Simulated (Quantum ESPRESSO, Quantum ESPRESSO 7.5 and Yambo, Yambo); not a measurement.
# GaAs (F-43m): G0W0 on several meshes in Yambo

Aim: the GW shift of GaAs (F-43m) against the k mesh.

Calculated with Quantum ESPRESSO 7.5 and Yambo 5.3.0; PBE and many-body steps on it, plane waves.

This is a report of a sequence of runs, with most program output left out.

### 1. Starting point

It takes space group F-43m (No. 216, cubic). Conventional cell: a = 5.654 Å, b = 5.654 Å, c = 5.654 Å, α = 90.00°, β = 90.00°, γ = 90.00°. Nearest to Ga lie 4 As at 2.45 Å. Nearest to As lie 4 Ga at 2.45 Å. Farther neighbours are not listed.

The cell and positions come from the Crystallography Open Database and are kept as given unless a step says otherwise.

### 2. Empty states on the mesh, 4×4×4 mesh, 304 bands

This step: Quantum ESPRESSO 7.5; DFT, PBE, plane waves, norm-conserving pseudopotentials.

The sums over transitions need many empty states on a uniform mesh; this step solves for them.

pw.in

```
&control
  calculation = 'nscf'
  prefix = 'x'
  outdir = 'o'
  pseudo_dir = 'pseudo'
/
&system
  ibrav = 0
  nat = 2
  ntyp = 2
  ecutwfc = 76.0
  nbnd = 304
  force_symmorphic = .true.
/
&electrons
  conv_thr = 1e-9
  electron_maxstep = 80
  diago_full_acc = .true.
  diago_thr_init = 5e-6
/
ATOMIC_SPECIES
  Ga 69.723 Ga.upf
  As 74.922 As.upf
CELL_PARAMETERS angstrom
  0.0000000000 2.8268500000 2.8268500000
  2.8268500000 0.0000000000 2.8268500000
  2.8268500000 2.8268500000 0.0000000000
ATOMIC_POSITIONS crystal
  Ga 0.0000000000 0.0000000000 0.0000000000
  As 0.2500000000 0.2500000000 0.2500000000
K_POINTS automatic
  4 4 4 0 0 0
```

Command:

```
$ OMP_NUM_THREADS=1 mpirun -n 4 pw.x -nk 4 -in pw.in > pw.out
```

Wall time 46 s (4 MPI ranks of Arm Neoverse N1, shared host); peak memory 0.58 GiB; 3 min of CPU time.

This step gave:

```yaml
gap: 0.5137 eV
k_of_the_valence_top: 0, 0, 0
k_of_the_conduction_bottom: 0, 0, 0
least_direct_gap: 0.5137 eV
k_points_computed: 8
lowest_point_of_the_top_converged_band_above_the_valence_top: 187.3011 eV
```

On this mesh the gap is 0.514 eV.

The density comes from a self-consistent run that is not shown.

### 3. Conversion and set-up

This step: Yambo 5.3.0; conversion and set-up on PBE, plane waves, norm-conserving pseudopotentials.

The states are converted to the many-body program's format and the q mesh is built.

Command:

```
$ (cd o/x.save; p2y > p2y.log; mv SAVE ../..); yambo > setup.log
```

Wall time 3.4 s (1 MPI rank); peak memory 0.25 GiB.

### 4. 4×4×4

G0W0 replaces the xc potential by the self-energy, built once from these orbitals. Only a window of levels is corrected, while the sums run over the empty bands that the input names.

This step: G0W0 on PBE, plane waves, norm-conserving pseudopotentials.

gw2.in

```
HF_and_locXC
gw0
dyson
ppa
em1d
rim_cut
RandQpts= 1000000
RandGvec= 1 RL
EXXRLvcs= 76 Ry
VXCRLvcs= 304 Ry
Chimod= "HARTREE"
% BndsRnXp
 1 | 132 |
%
NGsBlkXp= 10.5 Ry
% LongDrXp
 1 | 1 | 1 |
%
% GbndRnge
 1 | 132 |
%
DysSolver= "n"
ExtendOut
PPAPntXp= 27.21138 eV
% QPkrange
 1 | 1 | 13 | 16 |
%
```

Command:

```
$ OMP_NUM_THREADS=1 mpirun -n 4 yambo -F gw2.in -J gw2 -C gw2 > gw2.log
```

It took 2 min on 4 MPI ranks; peak memory 1.6 GiB.

Numbers from this step:

| Quantity | Value |
| --- | --- |
| G0W0 gap on the points computed | 1.119 eV |
| starting gap on the mesh | 0.5137 eV |
| k of the valence top | 0, 0, 0 |
| k of the conduction bottom | 0, 0, 0 |
| least direct G0W0 gap on the computed points | 1.119 eV |
| Z at the valence top | 0.7969 |
| Z at the conduction bottom | 0.7970 |

The gap on the mesh goes from 0.51 eV to 1.12 eV, a correction of +0.60 eV.

### 5. Empty states on the mesh, 2×2×2 mesh, 132 bands

This step: Quantum ESPRESSO 7.5; DFT, PBE, plane waves, norm-conserving pseudopotentials.

Changes to pw.in since step 2:

```diff
@@ -11,3 +11,3 @@
   ecutwfc = 76.0
-  nbnd = 304
+  nbnd = 132
   force_symmorphic = .true.
@@ -31,2 +31,2 @@
 K_POINTS automatic
-  4 4 4 0 0 0
+  2 2 2 0 0 0
```

Command:

```
$ OMP_NUM_THREADS=1 mpirun -n 4 pw.x -nk 4 -in pw.in > pw.out
```

Wall time 7.8 s (4 MPI ranks); peak memory 0.31 GiB; 31 s of CPU time.

Numbers from this step:

| Quantity | Value |
| --- | --- |
| gap | 0.5137 eV |
| k of the valence top | 0, 0, 0 |
| k of the conduction bottom | 0, 0, 0 |
| least direct gap | 0.5137 eV |
| k points computed | 3 |
| lowest point of the top converged band, above the valence top | 99.9599 eV |

On this mesh the gap is 0.514 eV.

### 6. Conversion and set-up

This step: Yambo 5.3.0; conversion and set-up on PBE, plane waves, norm-conserving pseudopotentials.

Command:

```
$ (cd o/x.save; p2y > p2y.log; mv SAVE ../..); yambo > setup.log
```

Wall time 3.1 s (1 MPI rank); peak memory 0.24 GiB.

### 7. 2×2×2

This step: G0W0 on PBE, plane waves, norm-conserving pseudopotentials.

gw11.in

```
HF_and_locXC
gw0
dyson
ppa
em1d
rim_cut
RandQpts= 1000000
RandGvec= 1 RL
EXXRLvcs= 76 Ry
VXCRLvcs= 304 Ry
Chimod= "HARTREE"
% BndsRnXp
 1 | 132 |
%
NGsBlkXp= 10.5 Ry
% LongDrXp
 1 | 1 | 1 |
%
% GbndRnge
 1 | 132 |
%
DysSolver= "n"
ExtendOut
PPAPntXp= 27.21138 eV
% QPkrange
 1 | 1 | 13 | 16 |
%
```

Command:

```
$ OMP_NUM_THREADS=1 mpirun -n 4 yambo -F gw11.in -J gw11 -C gw11 > gw11.log
```

It took 11 s on 4 MPI ranks; peak memory 1.3 GiB.

This step gave:

```yaml
g0w0_gap_on_the_points_computed: 1.235 eV
starting_gap_on_the_mesh: 0.5137 eV
k_of_the_valence_top: 0, 0, 0
k_of_the_conduction_bottom: 0, 0, 0
least_direct_g0w0_gap_on_the_computed_points: 1.235 eV
z_at_the_valence_top: 0.8138
z_at_the_conduction_bottom: 0.8110
```

Against G0W0 in Yambo (4×4×4 mesh, 132 bands, screening to 142.9 eV, Godby-Needs plasmon pole), the gap moves by +0.116 eV.

### 8. The runs together

Times are wall times on 4 MPI ranks of Arm Neoverse N1, shared host, good to a factor of about two.

| run | mesh | bands | screening cutoff (eV) | DFT gap (eV) | gap on the mesh (eV) | direct (eV) | time |
| --- | --- | --- | --- | --- | --- | --- | --- |
| 4×4×4 | 4×4×4 | 132 | 142.9 | 0.514 | 1.119 | 1.119 | 2 min |
| 2×2×2 | 2×2×2 | 132 | 142.9 | 0.514 | 1.235 | 1.235 | 11 s |

### 9. Summary of results

| Property | Result |
| --- | --- |
| 4×4×4 | 1.119 eV |
| 2×2×2 | 1.235 eV |
| known limits | not at the basis limit; exchange with frozen shells missing; no spin-orbit coupling; coarse k mesh |

What this shows: 2×2×2: +0.116 eV against 4×4×4. Bands and cutoff are finite, so the gap is not at the basis limit. The miss can reach some tenths of an eV and take either sign; the mesh is an error of its own. In the G0W0 runs levels were corrected at 1 k point alone, so a gap called «on the mesh» is the least over those, and an edge elsewhere would be missed. The 4×4×4 mesh is coarse for this cell, which bears on the long-range parts of exchange and screening. Mesh or cutoff lie under what a gap needs, so these runs test behaviour and cost; their gaps are not to be quoted. The norm-conserving file of at least one element keeps a d shell over frozen s and p shells of the same row. Exchange with those shells is missing from the self-energy, an error of 0.3 to 0.9 eV in cases checked, whose sign depends on which edge lies on those atoms. The many-body steps are scalar-relativistic: spin-orbit coupling is not in them.

[Paths, hosts, dates, memory and timing lines, banners, echoed tables and standing remarks are left out of the program output.]

[Logs are printed without paths, hosts, clocks, repeated set-up lines and the standing remarks that a program may print on its own settings, such as how far it seeks lower states.]

[Runs of the session that timed out or met a known fault of the program may be left out.]

[Hosts, paths, dates, database ids (printed as entryN), source tags and the programs' standing remarks are cut or masked in the printed files.]
